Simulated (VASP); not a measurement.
Co, 5 atoms in the cell. The cell holds a slab with vacuum, 5 atoms: a = 2.487 Å, b = 2.487 Å, c = 23.127 Å, α = 90.00°, β = 90.00°, γ = 120.00°. The slab is cut from a database's or a generator's crystal, which needn't be the stable form of the element.

```yaml
Program: VASP 6.6.1
Task: relaxation of the atoms
Functional: PBE
Potentials_or_basis: VASP PAW PBE potentials, release 64 (Co)
Cutoff: 520 eV
k_mesh: 9 × 9 × 1
Occupations: fermi-dirac, width 0.05 eV
Spin: collinear spin, ferromagnetic start
Starting_moments: "[2.0, 2.0, 2.0, 2.0, 2.0] μB"
Dipole_correction: yes
Atoms_held_fixed_from_0: "[0, 1]"
Further_INCAR_settings: ALGO = Fast; EDIFF = 1e-06; IBRION = 2; EDIFFG = -0.005; NSW = 60
```

Potentials or basis: VASP PAW PBE potentials, release 64 (Co).

Run with:

```sh
$ cat potpaw_PBE.64/Co/POTCAR > POTCAR
$ mpirun -np 1 vasp_std > vasp.out
```

Hardware: 1 thread of Intel(R) Xeon(R) 6975P-C (Granite Rapids) (shared host).

Task: Estimate the wall time of this run.

Result: It took 17 min on 1 thread of Intel(R) Xeon(R) 6975P-C (Granite Rapids), on a shared host, peak memory 0.31 GiB. Counts: scf iterations 324, k points 12, ion steps 17.
